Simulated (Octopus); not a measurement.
# CsBr (Pm-3m) in Octopus: reference runs

Reference runs on CsBr: the cell as given and a disturbed copy.

All numbers are computed with Octopus 16.4; they aren't measurements. Logs are shortened: lines on timing, memory, paths and dates and some standing lists are left out, and cuts for length are marked.

### 1 The structure

Symmetry: Pm-3m, No. 221, cubic system. The conventional cell has a = 4.326 Å, b = 4.326 Å, c = 4.326 Å, α = 90.00°, β = 90.00°, γ = 90.00°. Cs (site symmetry m-3m) is surrounded by 8 Br at 3.75 Å. Br (site symmetry m-3m) has 8 Cs at 3.75 Å as nearest neighbours.

The cell comes from a database or a generator and needn't be the stable form of this composition.

### 2 Single point, PBE

inp reads:

```
CalculationMode = gs
UnitsOutput = eV_Angstrom
PeriodicDimensions = 3
ExperimentalFeatures = yes
PseudopotentialSet = pseudodojo_pbe
%LatticeParameters
 1*angstrom | 1*angstrom | 1*angstrom
%
%LatticeVectors
 4.32562222 | 0 | 0
 0 | 4.32562222 | 0
 0 | 0 | 4.32562222
%
%ReducedCoordinates
 "Cs" | 0 | 0 | 0
 "Br" | 0.5 | 0.5 | 0.5
%
%Spacing
 0.15448651*angstrom | 0.15448651*angstrom | 0.15448651*angstrom
%
DerivativesOrder = 8
%KPointsGrid
 6 | 6 | 6
%
KPointsUseSymmetries = yes
XCFunctional = gga_x_pbe + gga_c_pbe
SmearingFunction = fermi_dirac
Smearing = 0.05*eV
ExtraStates = 6
Eigensolver = chebyshev_filter
ConvRelDens = 3e-7
MaximumIter = 120
```

Potentials or basis: pseudodojo_pbe (PseudoDojo 0.5, PBE).

The run is started by

```sh
$ OMP_NUM_THREADS=1 octopus > out.log
```

out.log:

```text
Running octopus

[... 17 lines left out ...]

****************************** Species *******************************
  Species 'Cs'
    type             : pseudopotential
    file             : 'Cs.upf'
    file format      : UPF2
    valence charge   : 9.0
    atomic number    :  55
    form on file     : kleinman-bylander
    lmax             : 3
    llocal           : -1
    projectors per l : 2
    total projectors : 8
    application form : kleinman-bylander
    orbitals         :  5
    bound orbitals   :  5

  Species 'Br'
    type             : pseudopotential
    file             : 'Br.upf'
    file format      : UPF2
    valence charge   : 7.0
    atomic number    :  35
    form on file     : kleinman-bylander
    lmax             : 2
    llocal           : -1
    projectors per l : 2
    total projectors : 6
    application form : kleinman-bylander
    orbitals         :  4
    bound orbitals   :  4

**********************************************************************

***************************** Symmetries *****************************
Space group No.  221
International: Pm-3m
Schoenflies: Oh^1
Info: The system has    48 symmorphic symmetries that can be used.
  Index                Rotation matrix                      Fractional translations
    1 :     1   0   0     0   1   0     0   0   1      0.000000    0.000000    0.000000
    2 :    -1   0   0     0  -1   0     0   0  -1      0.000000    0.000000    0.000000
    3 :     0   1   0    -1   0   0     0   0   1      0.000000    0.000000    0.000000
    4 :     0  -1   0     1   0   0     0   0  -1      0.000000    0.000000    0.000000
    5 :    -1   0   0     0  -1   0     0   0   1      0.000000    0.000000    0.000000
    6 :     1   0   0     0   1   0     0   0  -1      0.000000    0.000000    0.000000
[... 40 lines left out ...]
   47 :     1   0   0     0   0   1     0  -1   0      0.000000    0.000000    0.000000
   48 :    -1   0   0     0   0  -1     0   1   0      0.000000    0.000000    0.000000
Info: The system also has     0 nonsymmorphic symmetries (not used for electrons).
**********************************************************************

Input: [CurvMethod = curv_affine]
Input: [DerivativesStencil = stencil_star]

****************************** Lattice *******************************
  Lattice Vectors [A]
    4.325622    0.000000    0.000000
    0.000000    4.325622    0.000000
    0.000000    0.000000    4.325622
  Cell volume =            80.9368 [A^3]
  Reciprocal-Lattice Vectors [A^-1]
    1.452551    0.000000    0.000000
    0.000000    1.452551    0.000000
    0.000000    0.000000    1.452551
  Cell angles [degree]
    alpha =   90.000
    beta  =   90.000
    gamma =   90.000
**********************************************************************

Checking if the generated full k-point grid is symmetric

    20 k-points generated from parameters :
 ---------------------------------------------------
    n =    6    6    6

    s1  =  0.00  0.00  0.00

   index |      weight  |             coordinates              |
       1 |     0.004630 |    0.000000    0.000000    0.000000  |
       2 |     0.027778 |    0.166667    0.000000    0.000000  |
       3 |     0.055556 |    0.166667    0.166667    0.000000  |
       4 |     0.037037 |    0.166667    0.166667    0.166667  |
       5 |     0.027778 |    0.333333    0.000000    0.000000  |
       6 |     0.111111 |    0.333333    0.166667    0.000000  |
[... 12 lines left out ...]
      19 |     0.027778 |    0.500000    0.500000    0.333333  |
      20 |     0.004630 |    0.500000    0.500000    0.500000  |

Input: [SmearingFunction = fermi_dirac]
Input: [SymmetrizeDensity = yes]

******************************* States *******************************
Total electronic charge  =       16.000
Number of states         =       14
[... 48 lines left out ...]
    orbitals       =  8.7 A

Info: Pseudopotential for Br
  Radii for localized parts:
    local part     =  1.2 A
    non-local part =  1.5 A
    orbitals       =  4.5 A

Input: [RelativisticCorrection = non_relativistic]
[... 11 lines left out ...]
      Block       2 contains       4 states:       5 -       8
      Block       3 contains       4 states:       9 -      12
      Block       4 contains       2 states:      13 -      14
Info: Ground-state allocation done.
Info: Could not find 'restart/gs' directory for restart.
[... 18 lines left out ...]
** Warning:
**   Cannot do LCAO for all states because there are not enough atomic orbitals.
**   Required: 14. Available: 9. 5 orbitals will be randomized.

Info: Unnormalized total charge =     16.555197
Info: Renormalized total charge =     16.000000
Info: Setting up Hamiltonian.
Info: Performing initial LCAO calculation with      9 orbitals.
Info: Getting Hamiltonian matrix elements.

Eigenvalues [eV]
 #st  Spin   Eigenvalue      Occupation
#k =       1, k = (  0.000000,  0.000000,  0.000000)
   1   --   -19.054734       2.000000
   2   --   -13.103883       2.000000
   3   --    -5.574407       2.000000
   4   --    -5.574407       2.000000
   5   --    -5.574407       2.000000
   6   --    -0.380553       2.000000
   7   --    -0.380553       2.000000
   8   --    -0.380553       2.000000
   9   --     4.880518       2.000000
#k =       2, k = (  0.166667,  0.000000,  0.000000)
   1   --   -19.027976       2.000000
   2   --   -13.081369       2.000000
   3   --    -5.312597       2.000000
   4   --    -5.312597       2.000000
   5   --    -5.148144       2.000000
   6   --    -0.244761       2.000000
   7   --    -0.145210       2.000000
   8   --    -0.145210       2.000000
   9   --     5.486606       1.999736
[... 18 further k-points ...]
Fermi energy =     5.933266 eV
Generating random wavefunctions for states       10 and above
Orthogonalizing wavefunctions.
Info: Ground-state restart information will be written to 'restart/gs'.
Info: SCF using complex wavefunctions.
Info: Starting SCF iteration.

** Warning:
**   Symmetrization discrepancy ratio (scalar) =  3.48726E-02

*********************** SCF CYCLE ITER #    1 ************************
 etot  = -1.08779597E+03 abs_ev   =  3.55E+01 rel_ev   =  3.41E-01
 ediff =        4.00E+01 abs_dens =  3.05E+00 rel_dens =  1.91E-01
Matrix vector products: 500
Converged eigenvectors: 0

#  State  KPoint  Eigenvalue [eV]  Occupation    Error
      1       1      -19.066261    2.000000   ( 1.4E-05)
      1       2      -19.053328    2.000000   ( 1.6E-04)
      1       3      -19.040943    2.000000   ( 3.3E-04)
      1       4      -19.029017    2.000000   ( 3.4E-04)
      1       5      -19.027165    2.000000   ( 7.9E-04)
      1       6      -19.015908    2.000000   ( 8.7E-04)
      1       9      -19.013898    2.000000   ( 1.6E-03)
      1       7      -19.004919    2.000000   ( 8.1E-04)
[... 23 lines left out ...]
     14      14       13.123393    0.000000   ( 1.6E-01)
     14       8       13.305159    0.000000   ( 1.6E-01)
     14      11       13.379992    0.000000   ( 1.6E-01)
     14      16       13.758131    0.000000   ( 1.6E-01)
     14      17       13.766097    0.000000   ( 1.6E-01)
     14       1       13.931679    0.000000   ( 1.5E-01)
     14       6       14.232945    0.000000   ( 1.7E-01)
     14      20       14.764345    0.000000   ( 1.5E-01)

Density of states:

---------------------------%------------------------------------------
---------------------------%------------------------------------------
---------------------------%------------------------------------------
---------------------------%------------------------------------------
---------------------------%---------%%-------------------------------
%-----------%--------------%---------%%-------------------------------
%-----------%--------------%---------%%-------------------------------
%-----------%--------------%%--------%%------------------%------------
%-----------%--------------%%-------%%%-------------%%%%%%%%%%---%----
%-----------%-------------%%%-------%%%------------%%%%%%%%%%%%%-%%-%-
                                           ^

Fermi energy =     2.143575 eV

**********************************************************************

** Warning:
**   Symmetrization discrepancy ratio (scalar) =  3.97123E-02

*********************** SCF CYCLE ITER #    2 ************************
 etot  = -1.07659248E+03 abs_ev   =  5.95E+00 rel_ev   =  6.08E-02
 ediff =        4.12E-01 abs_dens =  3.73E-01 rel_dens =  2.33E-02
Matrix vector products: 500
Converged eigenvectors: 0
[... 163 lines left out ...]
*********************** SCF CYCLE ITER #   16 ************************
 etot  = -1.06776801E+03 abs_ev   =  4.22E-05 rel_ev   =  4.61E-07
 ediff =        1.82E-06 abs_dens =  1.38E-06 rel_dens =  8.61E-08
Matrix vector products: 500
Converged eigenvectors: 0

#  State  KPoint  Eigenvalue [eV]  Occupation    Error
      1       1      -18.862625    2.000000   ( 1.1E-07)
      1       2      -18.850839    2.000000   ( 1.1E-07)
      1       3      -18.839442    2.000000   ( 9.4E-08)
      1       4      -18.828373    2.000000   ( 9.2E-08)
      1       5      -18.827042    2.000000   ( 9.4E-08)
      1       6      -18.816440    2.000000   ( 9.4E-08)
      1       9      -18.815028    2.000000   ( 9.6E-08)
      1       7      -18.806040    2.000000   ( 9.3E-08)
[... 23 lines left out ...]
     13      19       10.605091    0.000000   ( 1.3E-02)
     14      19       10.615375    0.000000   ( 2.0E-02)
     14      15       10.847484    0.000000   ( 1.3E-02)
     14      14       11.045121    0.000000   ( 1.4E-02)
     13      18       11.415666    0.000000   ( 7.3E-03)
     14      18       11.477041    0.000000   ( 1.6E-02)
     13      17       11.771601    0.000000   ( 7.6E-03)
     14      17       11.920385    0.000000   ( 1.5E-02)

Density of states:

-----------------------------%%---------------------------------------
-----------------------------%%-------------%-------------------------
-----------------------------%%------------%%-------------------------
%----------------%-----------%%------------%%-------------------------
%----------------%-----------%%------------%%-------------%----%%-----
%----------------%-----------%%------------%%-------------%----%%-----
%----------------%-----------%%------------%%-------------%--%%%%-----
%----------------%-----------%%-----------%%%------------%%%%%%%%-----
%----------------%-----------%%-----------%%%------------%%%%%%%%-%---
%----------------%-----------%%-----------%%%-----------%%%%%%%%%%%%--
                                                    ^

Fermi energy =     4.356046 eV

**********************************************************************

Info: SCF converged in   16 iterations

** Warning:
**   Some of the states are not fully converged!

Info: Number of matrix-vector products:       8000
Info: Finished writing information to 'restart/gs'.

Octopus emitted 19 warnings.
```

It took 1.7 min on 1 thread of Arm Neoverse V1, shared host; peak memory 0.4 GiB.

Results:

```
Free energy            : -1067.7680 eV
Band gap on the k mesh : 4.42 eV, indirect (least direct gap 4.43 eV)
```

Caveat: spin-orbit coupling is left out, which moves the levels of the heavy elements. Expect the measured gap to be larger: semilocal functionals such as PBE lack the derivative discontinuity.

### 3 Single point, PBE (atoms moved at random, drawn with an rms of 0.05 Å)

Changes to inp since step 2:

```diff
@@ -14,4 +14,4 @@
 %ReducedCoordinates
- "Cs" | 0 | 0 | 0
- "Br" | 0.5 | 0.5 | 0.5
+ "Cs" | 0.013541 | -0.002752 | 0.001184
+ "Br" | 0.507335 | 0.499789 | 0.497194
 %
```

Potentials or basis: pseudodojo_pbe (PseudoDojo 0.5, PBE).

The run is started by

```sh
$ OMP_NUM_THREADS=1 octopus > out.log
```

It took 9.4 min on 1 thread of Arm Neoverse V1, shared host; peak memory 1.7 GiB.

The run converged. Its results:

* Free energy: -1067.7686 eV
* Largest force: 0.025 eV/Å
* Band gap on the k mesh: 4.42 eV, indirect (least direct gap 4.43 eV)

Forces in eV/Å, atoms in the order of the input:
```
Cs  -0.020  0.008 -0.013
Br   0.020 -0.008  0.013
```

Levels at points of the mesh, in eV from the valence-band top:
| k point | band 5 | band 6 | band 7 | band 8 | band 9 | band 10 | band 11 | band 12 |
| --- | --- | --- | --- | --- | --- | --- | --- | --- |
| (0.00, 0.00, 0.00) | -6.41 | -0.01 | -0.01 | -0.01 | 4.42 | 4.96 | 4.96 | 9.06 |
| (0.50, 0.00, 0.00) | -6.31 | -1.26 | -0.19 | -0.19 | 5.93 | 7.18 | 7.62 | 8.16 |
| (0.00, 0.50, 0.00) | -6.31 | -1.26 | -0.19 | -0.19 | 5.93 | 7.18 | 7.62 | 8.19 |
| (0.00, 0.00, 0.50) | -6.31 | -1.26 | -0.19 | -0.19 | 5.93 | 7.18 | 7.62 | 8.16 |
| (0.50, 0.50, 0.00) | -6.25 | -0.57 | -0.57 | 0.00 | 5.26 | 5.49 | 7.22 | 7.22 |
| (0.50, 0.00, 0.50) | -6.25 | -0.57 | -0.57 | 0.00 | 5.26 | 5.49 | 7.22 | 7.22 |
| (0.00, 0.50, 0.50) | -6.25 | -0.57 | -0.57 | 0.00 | 5.26 | 5.49 | 7.22 | 7.22 |
| (0.50, 0.50, 0.50) | -6.79 | -1.11 | -1.11 | -1.11 | 8.20 | 8.21 | 8.21 | 9.02 |

Caveat: spin-orbit coupling is left out, which moves the levels of the heavy elements.
